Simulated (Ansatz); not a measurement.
# BP: a single-point run

The task is a single-point run on BP. The structure is shown as the input types it.

Method: density functional or hybrid calculation with the settings of its input, plane waves (as first typed), in Ansatz 0.2.0.

4 further runs of the same task are left out: 4 that didn't finish.

**1. Starting point**

The structure is cubic, space group F-43m (No. 216). The conventional cell has a = 4.537 Å, b = 4.537 Å, c = 4.537 Å, α = 90.00°, β = 90.00°, γ = 90.00°. Around B (site symmetry -43m) lie 4 P at 1.96 Å. Around P (site symmetry -43m) lie 4 B at 1.96 Å.

As a file:

```xyz
2
Lattice="0.0000 2.2683 2.2683 2.2683 0.0000 2.2683 2.2683 2.2683 0.0000" Properties=species:S:1:pos:R:3 pbc="T T T"
B     0.0000    0.0000    0.0000
P     1.1342    1.1342    1.1342
```

**2. Input and run**

input.yaml

```yaml
crystal:
  lattice:
    - [0.0, 2.268315684, 2.268315684]
    - [2.268315684, 0.0, 2.268315684]
    - [2.268315684, 2.268315684, 0.0]
  atoms:
    - { symbol: B, position: [0.0, 0.0, 0.0] }
    - { symbol: P, position: [0.25, 0.25, 0.25] }
kpoints:
  mp_grid: { grid: [6, 6, 6] }
hamiltonian:
  xc: pbesol
scf:
  occupations: { method: fixed }
  n_extra_bands: 4
  convergence: { dr2_threshold: 1.0e-20 }
  max_iter: 75
output:
  forces: true
  stress: true
  eigenvalues: true
```

Started as:

```sh
$ ansatz run input.yaml --threads 4 --pin off --max-ram 3686MiB --backend cpu --events-out ev --progress --plain --runs-dir out
```

Q: Will this input give a usable result? If not, why, and what should change?

The program finished normally. Convergence says nothing about whether the input makes sense.

In the input, scf.convergence.dr2_threshold is 1.0e-20. The risk: threshold needlessly tight. Once met, so tight a threshold does no harm; it costs cycles.

To check: delete scf.convergence.dr2_threshold (the default then holds).
